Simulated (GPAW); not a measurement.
Here is a GPAW 26.7.0 calculation.

Contents of run.py:

```python
import spglib
from ase import Atoms
from ase.dft.bandgap import bandgap
from ase.io import read, write
from ase.units import GPa
from gpaw import GPAW, PW

atoms = read('AlN.cif')
cell, positions, numbers = spglib.find_primitive(
    (atoms.cell[:], atoms.get_scaled_positions(), atoms.numbers), symprec=1e-4)
atoms = Atoms(numbers, cell=cell, scaled_positions=positions, pbc=True)

calc = GPAW(mode=PW(800),
            xc='MGGA_X_R4SCAN+MGGA_C_R2SCAN',
            kpts={'size': (10, 10, 10), 'gamma': True},
            occupations={'name': 'fermi-dirac', 'width': 0.05},
            nbands=11,
            convergence={'density': 1e-05, 'energy': 1e-05},
            maxiter=150,
            txt='gpaw.txt')
atoms.calc = calc
energy = atoms.get_potential_energy()
forces = atoms.get_forces()
stress = atoms.get_stress()
calc.write('gs.gpw')
write('result.traj', atoms)
print(f'Energy: {energy:.6f} eV')
print('Forces (eV/A):')
print(forces.round(4))
print('Stress (GPa):', (stress / GPa).round(3))
print('Fermi level:', round(calc.get_fermi_level(), 4), 'eV')
print(f'Gap: {bandgap(calc)[0]:.4f} eV, direct: {bandgap(calc, direct=True)[0]:.4f} eV')

path = atoms.cell.bandpath('GXWKGLUWLK,UX', npoints=60, eps=1e-4)
bs_calc = calc.fixed_density(kpts=path, symmetry='off', nbands=19,
                             convergence={'bands': 'CBM+6.0', 'eigenstates': 1e-6}, txt='bands.txt')
bs = bs_calc.band_structure()
bs.write('bs.json')
print(f'Gap on the path: {bandgap(bs_calc)[0]:.4f} eV')
```

The input AlN.cif:

```cif
data_AlN
_cell_length_a 4.36798712
_cell_length_b 4.36798712
_cell_length_c 4.36798712
_cell_angle_alpha 90.00000000
_cell_angle_beta 90.00000000
_cell_angle_gamma 90.00000000
_space_group_name_H-M_alt 'F-43m'
_space_group_name_Hall 'F -4 2 3'
_space_group_IT_number 216
loop_
_space_group_symop_operation_xyz
'x,y,z'
'y,-x,-z'
'-x,-y,z'
'-y,x,-z'
'x,-y,-z'
'y,x,z'
'-x,y,-z'
'-y,-x,z'
'z,x,y'
'-z,y,-x'
'z,-x,-y'
'-z,-y,x'
'-z,x,-y'
'z,y,x'
'-z,-x,y'
'z,-y,-x'
'y,z,x'
'-x,-z,y'
'-y,z,-x'
'x,-z,-y'
'-y,-z,x'
'x,z,y'
'y,-z,-x'
'-x,z,-y'
'x,y+1/2,z+1/2'
'y,-x+1/2,-z+1/2'
'-x,-y+1/2,z+1/2'
'-y,x+1/2,-z+1/2'
'x,-y+1/2,-z+1/2'
'y,x+1/2,z+1/2'
'-x,y+1/2,-z+1/2'
'-y,-x+1/2,z+1/2'
'z,x+1/2,y+1/2'
'-z,y+1/2,-x+1/2'
'z,-x+1/2,-y+1/2'
'-z,-y+1/2,x+1/2'
'-z,x+1/2,-y+1/2'
'z,y+1/2,x+1/2'
'-z,-x+1/2,y+1/2'
'z,-y+1/2,-x+1/2'
'y,z+1/2,x+1/2'
'-x,-z+1/2,y+1/2'
'-y,z+1/2,-x+1/2'
'x,-z+1/2,-y+1/2'
'-y,-z+1/2,x+1/2'
'x,z+1/2,y+1/2'
'y,-z+1/2,-x+1/2'
'-x,z+1/2,-y+1/2'
'x+1/2,y,z+1/2'
'y+1/2,-x,-z+1/2'
'-x+1/2,-y,z+1/2'
'-y+1/2,x,-z+1/2'
'x+1/2,-y,-z+1/2'
'y+1/2,x,z+1/2'
'-x+1/2,y,-z+1/2'
'-y+1/2,-x,z+1/2'
'z+1/2,x,y+1/2'
'-z+1/2,y,-x+1/2'
'z+1/2,-x,-y+1/2'
'-z+1/2,-y,x+1/2'
'-z+1/2,x,-y+1/2'
'z+1/2,y,x+1/2'
'-z+1/2,-x,y+1/2'
'z+1/2,-y,-x+1/2'
'y+1/2,z,x+1/2'
'-x+1/2,-z,y+1/2'
'-y+1/2,z,-x+1/2'
'x+1/2,-z,-y+1/2'
'-y+1/2,-z,x+1/2'
'x+1/2,z,y+1/2'
'y+1/2,-z,-x+1/2'
'-x+1/2,z,-y+1/2'
'x+1/2,y+1/2,z'
'y+1/2,-x+1/2,-z'
'-x+1/2,-y+1/2,z'
'-y+1/2,x+1/2,-z'
'x+1/2,-y+1/2,-z'
'y+1/2,x+1/2,z'
'-x+1/2,y+1/2,-z'
'-y+1/2,-x+1/2,z'
'z+1/2,x+1/2,y'
'-z+1/2,y+1/2,-x'
'z+1/2,-x+1/2,-y'
'-z+1/2,-y+1/2,x'
'-z+1/2,x+1/2,-y'
'z+1/2,y+1/2,x'
'-z+1/2,-x+1/2,y'
'z+1/2,-y+1/2,-x'
'y+1/2,z+1/2,x'
'-x+1/2,-z+1/2,y'
'-y+1/2,z+1/2,-x'
'x+1/2,-z+1/2,-y'
'-y+1/2,-z+1/2,x'
'x+1/2,z+1/2,y'
'y+1/2,-z+1/2,-x'
'-x+1/2,z+1/2,-y'
loop_
_atom_site_label
_atom_site_type_symbol
_atom_site_symmetry_multiplicity
_atom_site_Wyckoff_symbol
_atom_site_fract_x
_atom_site_fract_y
_atom_site_fract_z
_atom_site_occupancy
Al1 Al 4 a 0.0000000000 0.0000000000 0.0000000000 1
N1 N 4 d 0.2500000000 0.2500000000 0.7500000000 1
```

Potentials or basis: GPAW PAW data sets (gpaw-data 1.2.1), pw.

The run is started by

```bash
$ OMP_NUM_THREADS=1 python run.py
```

Estimate the pressure.

1.0 GPa.

What does it give for the band gap along the path?

3.96 eV, indirect (least direct gap 4.90 eV).

Levels at the corners of the path, in eV from the valence-band top:
```tsv
point	band 2	band 3	band 4	band 5	band 6
Γ	0.00	0.00	0.00	4.90	13.53
X	-4.96	-1.82	-1.82	3.96	9.45
W	-3.79	-3.51	-2.69	6.73	12.29
K	-4.29	-3.67	-1.41	5.85	10.99
Γ	0.00	0.00	0.00	4.90	13.53
L	-5.91	-0.50	-0.50	8.20	10.84
U	-4.29	-3.67	-1.41	5.85	10.99
W	-3.79	-3.51	-2.69	6.73	12.29
L	-5.91	-0.50	-0.50	8.20	10.84
K	-4.29	-3.67	-1.41	5.85	10.99
U	-4.29	-3.67	-1.41	5.85	10.99
X	-4.96	-1.82	-1.82	3.96	9.45
```

Caveat: the PAW data sets were made with another functional, which shifts forces and pressure a little.
